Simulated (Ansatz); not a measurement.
**Ti in Ansatz: the effect of functional**

The system is Ti.

```
Ti
1.0
     0.00000    2.04344    2.04344
     2.04344    0.00000    2.04344
     2.04344    2.04344    0.00000
Ti
1
Direct
  0.00000 0.00000 0.00000
```

This isn't the form of Ti at room conditions, which is hcp.

The cell isn't the ideal one: volume scaled by 1.02.

Alike in all runs:

| Quantity | Value |
| --- | --- |
| Program | Ansatz 0.2.0 |
| Task | single point |
| Potentials or basis | Ansatz PAW |
| k mesh | 11 × 11 × 11 |
| Occupations | fermi-dirac, width 0.05 eV |
| Spin | no spin polarisation |

```csv
functional,cutoff,pressure (GPa)
LDA,420 eV (not typed: the program's choice for these potentials),?
PBEsol,420 eV (not typed: the program's choice for these potentials),-2.7
r2SCAN,500 eV (not typed: the program's choice for these potentials),1.9
```

Task: What does the run with functional LDA give?

Result: Pressure -7.1 GPa.

Caveats: the PAW data sets come from PBE, with cores solved anew for the run's functional, which leaves a small shift of forces and pressure.
